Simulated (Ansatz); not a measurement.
PtSe2 in the fluorite structure was relaxed with 5 functionals in Ansatz 0.2.0, cell and atoms free, the symmetry of the start kept (meshes: PBE 6×6×6, r2SCAN 6×6×6, PBEsol 6×6×6, LDA 6×6×6, HSE06 4×4×4). Note: simulated data, non-magnetic, for a generated structure that need not be the stable one.

The PBE result:
```cif
data_structure
_symmetry_space_group_name_H-M 'Fm-3m'
_symmetry_Int_Tables_number 225
_cell_length_a 6.2919
_cell_length_b 6.2919
_cell_length_c 6.2919
_cell_angle_alpha 90.000
_cell_angle_beta 90.000
_cell_angle_gamma 90.000
_cell_volume 249.08
loop_
_atom_site_label
_atom_site_type_symbol
_atom_site_symmetry_multiplicity
_atom_site_Wyckoff_symbol
_atom_site_fract_x
_atom_site_fract_y
_atom_site_fract_z
_atom_site_occupancy
Pt1 Pt 4 a 0.00000 0.00000 0.00000 1
Se1 Se 8 c 0.25000 0.75000 0.75000 1
```

It is cubic, Fm-3m (No. 225); conventional cell a = 6.292 Å, 20.76 Å³ an atom. Pt has 8 Se at 2.72 Å; Se has 4 Pt at 2.72 Å.

**Question.** Order the functionals by the relaxed volume, smallest first.
A. LDA
B. PBE
C. PBEsol
D. r2SCAN
E. HSE06

**Answer.** A (19.48 Å³/atom), C (19.86 Å³/atom), E (20.07 Å³/atom), D (20.46 Å³/atom), B (20.76 Å³/atom).

**Question.** How does the cell change with HSE06?

**Answer.** a = 6.222 Å; the volume differs by -3.3 % from PBE's. Around Pt lie 8 Se at 2.69 Å; around Se lie 4 Pt at 2.69 Å.

**Question.** How does the cell change with LDA?

**Answer.** a = 6.160 Å; the volume differs by -6.1 % from PBE's. Pt has 8 Se at 2.67 Å; Se has 4 Pt at 2.67 Å.

**Question.** Held at the r2SCAN cell, what mean stress do LDA and PBE find, and does its sign point to their own minimum?

**Answer.** Yes. LDA -5.88 GPa, and its relaxed volume is -4.8 % from r2SCAN's; PBE +1.49 GPa, and its relaxed volume is +1.4 % from r2SCAN's. Compression counts positive, so a positive stress asks for a larger cell.

The cell is metallic with PBE, r2SCAN, PBEsol, LDA, HSE06, and these meshes limit the relaxed cells of a metal.
